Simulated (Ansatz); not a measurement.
**CuAu$_{3}$: strain energy, fitted**

CuAu$_{3}$, Pm-3m, a = 3.974 Å. The structure is a COD entry; whether it is the stable form wasn't checked. Ansatz: PBEsol, PAW, 420 eV, Γ-centred 14×14×14 mesh on 4 atoms, Gaussian smearing 0.10 eV; no spin polarisation. Series: biaxial strain in the a-b plane, c and atoms relaxed; x is the strain in per cent. y is the free energy over the unstrained cell, V0 = 15.693 Å³/atom.

| x (%) | y (meV/atom) |
| --- | --- |
| -6.0 | ? |
| -4.0 | 26.26 |
| -2.0 | 5.36 |
| 0.0 | 0.00 |
| 2.0 | 3.72 |
| 4.0 | 12.00 |
| 6.0 | 22.22 |

Fit y = c2 x² + c3 x³ to the other rows, turn c2 into a modulus, and predict the missing energy.

Least squares on the rows shown. y = 1.2166 x² − 0.10162 x³. In eV per unit strain² c2 is 12.17; M is the biaxial modulus (E = M V0 ε²): 12.17 × 160.2 / (15.693) = 124 GPa. With a term in x⁴ added, the coefficient of x² becomes 1.123, 8 % less, which shows how far this figure hangs on the form. At x = -6.0 the fit asked for gives 65.75 meV/atom. The run gave 69.29 meV/atom, so the fit is 3.54 meV/atom too low, 5.1 % of the span of the series, against an rms of 0.52 meV/atom on the fitted rows. The row lies outside the fitted range. With a term in x⁴ added, a fit to the same known rows predicts 70.33 meV/atom, so most of the miss is curvature that the known rows already hold.

Spin–orbit coupling is left out, which can shift energies with elements as heavy as these.